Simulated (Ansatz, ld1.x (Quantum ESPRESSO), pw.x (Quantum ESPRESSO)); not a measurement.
# Ir (Z = 77): one change to the TM potential, in the atom and in the bcc crystal

ld1.x (Quantum ESPRESSO) 7.5 input, shortened:

```
&input
   title='Ir', zed=77., rel=1, dft='PBE', iswitch=3,
   config='[Xe] 4f14 5d7 6s2 6p0'
 /
 &inputp
   pseudotype=2, tm=.true., lloc=0,
   nlcc=.true., new_core_ps=.true., rcore=1.55
 /
3
6P  2  1   0.00   0.00  3.70  3.70  0.0
5D  3  2   7.00   0.00  2.30  2.30  0.0
6S  1  0   2.00   0.00  2.50  2.50  0.0
 &test
   configts(1)='5d7 6s2 6p0'
 /
```

Change: wave 6s (bound): rc 2.50 bohr becomes 6s (bound): rc 3.10 bohr.

Cutoffs, loose and tight: the cutoffs (Ry, on a coarse ladder) from which the occupation-weighted sum of valence levels, in a spherical-Bessel basis at the reference potential, stays within 10 and 1 mRy of its value at 400 Ry. They do not see the model core or the augmentation charge, which bear on the density cutoff. Test errors are all-electron minus pseudo excitation energies from the reference, over the configurations 5d7 6s1 6p0; 5d7 6s0 6p0; 5d6 6s0 6p0; 5d8 6s0 6p0; 5d7 6s0 6p2; 5d6 6s2 6p1; 5d6 6s2 6p0; variants that change the core or the reference have their own tests.

Crystal test: bcc Ir in pw.x 7.5, no spin, 15³ k-points, Fermi–Dirac smearing 0.01 Ry, cutoffs set for each file from its atomic test. The reference is all-electron LAPW (Ansatz 0.2.0) with the same functional, mesh and smearing; V0 and B0 come from Birch–Murnaghan fits to the pressures at five volumes. Errors are pseudo minus all-electron; Δ is the rms difference of the E(V) curves that follow from these fits, minima aligned, over ±6 % about the mean V0. Mesh and smearing are coarse, so the numbers serve the comparison and aren't converged zero-temperature values; the lattice is a test structure that the element need not adopt.

All-electron: a0 = 3.113 Å (V0 = 15.09 Å³/atom), B0 = 303.1 GPa.

Q: Does the change bring the crystal closer to the all-electron result?

A: The mean pressure error goes from +12.55 to -3.72 GPa, so the change moves the solid closer to the all-electron pressures. The B0 error goes the other way, from -1.7 to +4.0 %.

| quantity | base | changed |
| --- | --- | --- |
| outcome (atom) | generated | generated |
| cutoff, loose (atom) | 35 Ry | 35 Ry |
| cutoff, tight (atom) | 40 Ry | 40 Ry |
| bound ghosts (atom) | none | none |
| largest test error (meV) (atom) | -169 | -272 |
| cutoffs in pw.x (Ry) | 50/200 | 50/200 |
| a0 (Å) | 3.153 | 3.100 |
| a0 error (%) | +1.29 | -0.41 |
| B0 error (%) | -1.7 | +4.0 |
| Δ (meV/atom) | 39.2 | 12.4 |
| mean pressure error (GPa) | +12.55 | -3.72 |

Base: The largest radius (3.70 bohr) exceeds half the bond length (2.55 bohr), so the spheres overlap, which is one possible source of error among others. This is a poor potential for the solid. Changed file: The largest radius (3.70 bohr) exceeds half the bond length (2.55 bohr), so the spheres overlap, which is one possible source of error among others. The atomic cutoffs weigh occupied waves only.
